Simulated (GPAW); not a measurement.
# InP (F-43m) in GPAW: notebook, part 2 of 2

GPAW 26.7.0.

## 4. Relaxation of cell and atoms, LDA, target pressure 5 GPa, at which the enthalpy is minimised

File run.py:

```python
from ase.filters import FrechetCellFilter
from ase.io import read, write
from ase.optimize import BFGS
from ase.units import GPa
from gpaw import GPAW, PW

atoms = read('InP.xyz')

calc = GPAW(mode=PW(600),
            xc='LDA',
            kpts={'size': (8, 8, 8), 'gamma': True},
            occupations={'name': 'fermi-dirac', 'width': 0.05},
            nbands=18,
            convergence={'density': 1e-05, 'forces': 0.0001},
            maxiter=150,
            txt='gpaw.txt')
atoms.calc = calc
opt = BFGS(FrechetCellFilter(atoms, scalar_pressure=5 * GPa), trajectory='relax.traj', logfile='-')
done = opt.run(fmax=0.02, steps=60)
calc.write('gs.gpw')
write('result.traj', atoms)
print('Converged:', done)
print('Cell:', atoms.cell.cellpar().round(4))
print('Volume:', round(atoms.get_volume(), 4))
print(atoms.get_scaled_positions().round(5))
```

File InP.xyz:

```xyz
2
Lattice="0.0000000000 2.9305000000 2.9305000000 2.9305000000 0.0000000000 2.9305000000 2.9305000000 2.9305000000 0.0000000000" Properties=species:S:1:pos:R:3 pbc="T T T"
In     0.0000000000      0.0000000000      0.0000000000
P      4.3957500000      4.3957500000      4.3957500000
```

Started as:

```
$ OMP_NUM_THREADS=1 python run.py
```

Run time: 48 s. Hardware: 1 thread of Arm Neoverse V2, shared host; peak memory 0.21 GiB.

It converged, with:

```
Free energy                                            : -9.8708 eV
Relaxed volume                                         : 23.19 Å³/atom
Relaxed cell                                           : a = 4.033 Å, b = 4.033 Å, c = 4.033 Å, α = 60.00°, β = 60.00°, γ = 60.00°
Space group after relaxing (to 0.05 Å)                 : F-43m (No. 216)
Energy change on relaxing (the enthalpy is what falls) : +19.0 meV/atom
Ionic steps                                            : 4
Pressure after relaxing                                : 5.0 GPa
Band gap on the k mesh                                 : 0.92 eV, direct
```

Step by step:
```tsv
step	energy change (eV)	largest force (eV/Å)	pressure (GPa)	volume (Å³)
1	0.0000	0.0000	-1.48	50.33
2	-0.0048	0.0000	0.01	49.25
3	0.0481	0.0000	5.59	46.08
4	0.0379	0.0000	4.96	46.39
```

Final structure:
```
CELL_PARAMETERS angstrom
0.00000 2.85184 2.85184
2.85184 0.00000 2.85184
2.85184 2.85184 0.00000
ATOMIC_POSITIONS crystal
In 0.00000 0.00000 0.00000
P 0.75000 0.75000 0.75000
```

Levels at points of the mesh, in eV from the valence-band top:
| k point | band 7 | band 8 | band 9 | band 10 | band 11 | band 12 |
| --- | --- | --- | --- | --- | --- | --- |
| (0.00, 0.00, 0.00) | 0.00 | 0.00 | 0.00 | 0.92 | 3.91 | 3.91 |
| (0.50, 0.50, 0.00) | -6.25 | -2.67 | -2.67 | 1.45 | 2.09 | 9.51 |
| (0.50, 0.50, 0.50) | -6.31 | -1.13 | -1.13 | 1.50 | 4.68 | 4.68 |

Caveat: later steps reuse the first step's grids; spin-orbit coupling is left out, which moves the levels of the heavy elements.

## 5. Relaxation of cell and atoms, LDA, target pressure 10 GPa, at which the enthalpy is minimised

Changes to run.py since step 4:

```diff
@@ -6,3 +6,3 @@
 
-atoms = read('InP.xyz')
+atoms = read('POSCAR')
 
@@ -17,3 +17,3 @@
 atoms.calc = calc
-opt = BFGS(FrechetCellFilter(atoms, scalar_pressure=5 * GPa), trajectory='relax.traj', logfile='-')
+opt = BFGS(FrechetCellFilter(atoms, scalar_pressure=10 * GPa), trajectory='relax.traj', logfile='-')
 done = opt.run(fmax=0.02, steps=60)
```

File POSCAR:

```
InP
1.0
    0.0000000000      2.9305000000      2.9305000000
    2.9305000000      0.0000000000      2.9305000000
    2.9305000000      2.9305000000      0.0000000000
In P
1 1
Direct
    0.0000000000      0.0000000000      0.0000000000
    0.7500000000      0.7500000000      0.7500000000
```

Potentials or basis: the program's PAW data sets (release 1.2.1) made for this functional, pw.

Started as:

```
$ OMP_NUM_THREADS=1 python run.py
```

gpaw.txt:

```text
__  _  _
 | _ |_)|_||  |
 |__||  | ||/\| - 26.7.0

Input parameters:
  mode=PW(ecut=600.0),
  convergence={'density': 1e-05, 'forces': 0.0001},
  kpts=MonkhorstPack(size=(8, 8, 8), gamma=True),
  maxiter=150,
  nbands=18,
  occupations=Occupations(name='fermi-dirac', width=0.05),
  xc=XC(name='LDA')

Diagonalizing LCAO Hamiltonian
Converting LCAO to pw mode

                     P

       In

Atoms  # Å, Bohr magnetons
|   | symbol |        x |        y |        z |    initial magnetic moments |
|---|--------|----------|----------|----------|-----------------------------|
| 0 |     In | 0.000000 | 0.000000 | 0.000000 | ( 0.0000,  0.0000,  0.0000) |
| 1 |      P | 4.395750 | 4.395750 | 4.395750 | ( 0.0000,  0.0000,  0.0000) |

Unit cell  # Å
| periodic |        x |        y |        z |  lengths |    angles |
|----------|----------|----------|----------|----------|-----------|
|      yes | 0.000000 | 2.930500 | 2.930500 | 4.144353 | 60.000000 |
|      yes | 2.930500 | 0.000000 | 2.930500 | 4.144353 | 60.000000 |
|      yes | 2.930500 | 2.930500 | 0.000000 | 4.144353 | 60.000000 |
[... 222 lines left out ...]
Stress tensor  # eV/Ang^3
|         x |         y |         z |
|-----------|-----------|-----------|
|  0.009258 | -0.000000 |  0.000000 |
| -0.000000 |  0.009258 | -0.000000 |
|  0.000000 | -0.000000 |  0.009258 |

Forces  # eV/Ang
|       x |        y |        z |
|---------|----------|----------|
[... 538 lines left out ...]
|  6 |  σ   |  0, 1, 0,  1, 0, 0,  0, 0, 1 |
|  7 |  C3  |  0, 1, 0,  0, 0, 1,  1, 0, 0 |
|  8 |  C2  |  0, 1,-1,  1, 0,-1,  0, 0,-1 |
[... 207 lines left out ...]
Stress tensor  # eV/Ang^3
|         x |         y |         z |
|-----------|-----------|-----------|
| -0.061457 | -0.000000 | -0.000000 |
| -0.000000 | -0.061457 |  0.000000 |
| -0.000000 |  0.000000 | -0.061457 |

Forces  # eV/Ang
|       x |        y |       z |
|---------|----------|---------|
| 0.00000 | -0.00000 | 0.00000 |  # In   0
| 0.00000 | -0.00000 | 0.00000 |  # P    1

Interpolating wave functions to new cell

                    P

       In

Atoms  # Å, Bohr magnetons
|   | symbol |        x |        y |        z |    initial magnetic moments |
|---|--------|----------|----------|----------|-----------------------------|
| 0 |     In | 0.000000 | 0.000000 | 0.000000 | ( 0.0000,  0.0000,  0.0000) |
| 1 |      P | 4.209365 | 4.209365 | 4.209365 | ( 0.0000,  0.0000,  0.0000) |

Unit cell  # Å
| periodic |        x |        y |         z |  lengths |    angles |
|----------|----------|----------|-----------|----------|-----------|
|      yes | 0.000000 | 2.806243 |  2.806243 | 3.968627 | 60.000000 |
|      yes | 2.806243 | 0.000000 |  2.806243 | 3.968627 | 60.000000 |
|      yes | 2.806243 | 2.806243 | -0.000000 | 3.968627 | 60.000000 |

Number of symmetries: 24
Symmetry operations  # r_c * U_cc + t_c -> r_c
|    | kind |            matrix            |
|----|------|------------------------------|
|  0 |  E   |  1, 0, 0,  0, 1, 0,  0, 0, 1 |
|  1 |  σ   |  1, 0, 0,  0, 0, 1,  0, 1, 0 |
|  2 |  σ   |  1, 0,-1,  0, 1,-1,  0, 0,-1 |
|  3 |  C3  |  1, 0,-1,  0, 0,-1,  0, 1,-1 |
|  4 |  C3  |  1,-1, 0,  0,-1, 1,  0,-1, 0 |
|  5 |  σ   |  1,-1, 0,  0,-1, 0,  0,-1, 1 |
|  6 |  σ   |  0, 1, 0,  1, 0, 0,  0, 0, 1 |
|  7 |  C3  |  0, 1, 0,  0, 0, 1,  1, 0, 0 |
|  8 |  C2  |  0, 1,-1,  1, 0,-1,  0, 0,-1 |
[... 205 lines left out ...]
Stress tensor  # eV/Ang^3
|         x |         y |         z |
|-----------|-----------|-----------|
| -0.062402 |  0.000000 | -0.000000 |
|  0.000000 | -0.062402 | -0.000000 |
| -0.000000 | -0.000000 | -0.062402 |

Forces  # eV/Ang
|        x |        y |       z |
|----------|----------|---------|
|  0.00000 | -0.00000 | 0.00000 |  # In   0
| -0.00000 | -0.00000 | 0.00000 |  # P    1

# Writing to gs.gpw (mode='')
```

stdout:

```text
Step          Energy          fmax
BFGS:    0       -6.767205        1.803765
BFGS:    1       -6.887656        1.318823
BFGS:    2       -7.007558        0.221381
BFGS:    3       -7.010766        0.021190
BFGS:    4       -7.010785        0.000287
Converged: True
Cell: [ 3.9686  3.9686  3.9686 60.     60.     60.    ]
Volume: 44.1983
[[0.   0.   0.  ]
 [0.75 0.75 0.75]]
```

Run time: 57 s. Hardware: 1 thread of Arm Neoverse V2, shared host; peak memory 0.22 GiB.

What came out:

- Free energy: -9.7694 eV
- Relaxed volume: 22.10 Å³/atom
- Relaxed cell: a = 3.969 Å, b = 3.969 Å, c = 3.969 Å, α = 60.00°, β = 60.00°, γ = 60.00°
- Space group after relaxing (to 0.05 Å): F-43m (No. 216)
- Energy change on relaxing (the enthalpy is what falls): +69.7 meV/atom
- Ionic steps: 5
- Pressure after relaxing: 10.0 GPa
- Band gap on the k mesh: 1.17 eV, direct

The path:
```tsv
step	energy change (eV)	largest force (eV/Å)	pressure (GPa)	volume (Å³)
1	0.0000	0.0000	-1.48	50.33
2	-0.0014	0.0000	1.27	48.42
3	0.1803	0.0000	11.63	43.59
4	0.1357	0.0000	9.85	44.26
5	0.1393	0.0000	10.00	44.20
```

Final structure:
```
CELL_PARAMETERS angstrom
0.00000 2.80624 2.80624
2.80624 0.00000 2.80624
2.80624 2.80624 0.00000
ATOMIC_POSITIONS crystal
In 0.00000 0.00000 0.00000
P 0.75000 0.75000 0.75000
```

Caveat: later steps reuse the first step's grids; spin-orbit coupling is left out, which moves the levels of the heavy elements.

## 6. Summary

```csv
cell,target pressure,gap on the mesh (eV),pressure (GPa)
relaxed,-,0.60,0.0
relaxed to 2 GPa,2 GPa,0.74,2.0
relaxed to 5 GPa,5 GPa,0.92,5.0
relaxed to 10 GPa,10 GPa,1.17,10.0
```

Alike in all rows: task relaxation of cell and atoms; level LDA; potentials or basis the program's PAW data sets (release 1.2.1) made for this functional, pw; no spin polarisation; k mesh 8 × 8 × 8; cutoff (eV) 600; smearing fermi-dirac 0.05 eV.

Caveats: later steps reuse the first step's grids; spin-orbit coupling is left out, which moves the levels of the heavy elements.

Total energies depend on the potentials used, so only differences within one code and one set of settings carry meaning.
